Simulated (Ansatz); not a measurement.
# FePt: properties at the relaxed cell

The task here is to estimate one member of a computed series from the others.

Computed with Ansatz 0.2.0 (DFT PBE, scalar-relativistic, plane waves, PAW, unless a step's input says otherwise).

1 further run of the same task is left out (set aside as unsound or not needed).

## The system as given

The structure is tetragonal, space group P4/mmm (No. 123). The conventional cell has a = 2.729 Å, b = 2.729 Å, c = 3.767 Å, α = 90.00°, β = 90.00°, γ = 90.00°. Fe (site symmetry 4/mmm) has 8 Pt at 2.70 Å and 4 Fe at 2.73 Å as nearest neighbours. Pt (site symmetry 4/mmm) is surrounded by 8 Fe at 2.70 Å and 4 Pt at 2.73 Å.

As a file:

```cif
data_structure
_symmetry_space_group_name_H-M 'P 1'
_symmetry_Int_Tables_number 1
_cell_length_a 2.7288
_cell_length_b 2.7288
_cell_length_c 3.7665
_cell_angle_alpha 90.000
_cell_angle_beta 90.000
_cell_angle_gamma 90.000
_cell_volume 28.05
loop_
_atom_site_label
_atom_site_type_symbol
_atom_site_fract_x
_atom_site_fract_y
_atom_site_fract_z
_atom_site_occupancy
Fe1 Fe 0.00000 0.00000 0.00000 1
Pt1 Pt 0.50000 0.50000 0.50000 1
```

This cell was relaxed beforehand with the same method: volume 14.02 Å³/atom, gap on the mesh none (metal), site moments up to 3.0 μB.

The first run:

input.yaml

```yaml
crystal:
  lattice:
    - [2.7287941274, 0.0, 0.0]
    - [0.0, 2.7287941274, 0.0]
    - [0.0, 0.0, 3.7665064132]
  atoms:
    - { symbol: Fe, position: [0.0, 0.0, 0.0], spin: 3.28 }
    - { symbol: Pt, position: [0.5, 0.5, 0.5], spin: 0.42 }
basis:
  ecutwfc: 420
kpoints:
  mp_grid: { grid: [16, 16, 12] }
  band_path:
    path:
      - [[0.0, 0.0, 0.0], [0.0, 0.5, 0.0], [0.5, 0.5, 0.0], [0.0, 0.0, 0.0], [0.0, 0.0, 0.5], [0.0, 0.5, 0.5], [0.5, 0.5, 0.5], [0.0, 0.0, 0.5]]
      - [[0.0, 0.5, 0.0], [0.0, 0.5, 0.5]]
      - [[0.5, 0.5, 0.0], [0.5, 0.5, 0.5]]
    npoints: 14
hamiltonian:
  xc: pbe
scf:
  occupations: { method: gaussian, width: 0.1 }
  n_extra_bands: 6
output:
  forces: true
  stress: true
  eigenvalues: true
  populations: true
  dos: { projected: true, de: 0.02, nscf_kmesh: { grid: [24, 24, 18] } }
  bader: true
  write_density: true
  write_potential: true
  elf: true
  volumetric_format: npy
magnetization:
  spin_polarized: true
checkpoint:
  read: start.run
  write: ck
  compress: false
  write_wavefunctions: false
  write_every: 100000
```

Command:

```console
ansatz run input.yaml --threads 1 --pin off --max-ram 2560MiB --backend cpu --events-out ev --progress --plain --runs-dir out
```

Steps of the session up to this table: Bands, states and charges; Volume × 0.97; Volume × 1.03; The cell scaled to 0.94 of its volume; The cell scaled to 1.06 of its volume.

One of the session's tables, all rows but one given; the rest of the session is left out.

It belongs to the step «Equation of state». 

```
volume (Å³/atom)  energy above the lowest point (meV/atom)  pressure (GPa)  largest moment (μB)
          13.182                                      36.1           14.50                 2.86
          13.603                                         ?               ?                    ?
          14.023                                       0.0            0.00                 2.98
          14.444                                       7.6           -5.54                 3.04
          14.865                                      28.5          -10.12                 3.09
```

**Question.** Estimate the row for volume (Å³/atom) = 13.603.

Worked estimate for «energy above the lowest point (meV/atom)». A straight line through the neighbours (13.182, 36.1) and (14.023, 0.0) gives 36.1 + (0.0 − 36.1) × (13.603 − 13.182) / (14.023 − 13.182) = 18.0; a parabola fitted to 3 rows on both sides gives 9.5.

The run gave: energy above the lowest point (meV/atom): 8.6; pressure (GPa): 6.65; largest moment (μB): 2.93. In «energy above the lowest point (meV/atom)» the line misses by +9.4 and the parabola by +0.9.

To keep in mind: Warnings in the runs' records: stability check not made.
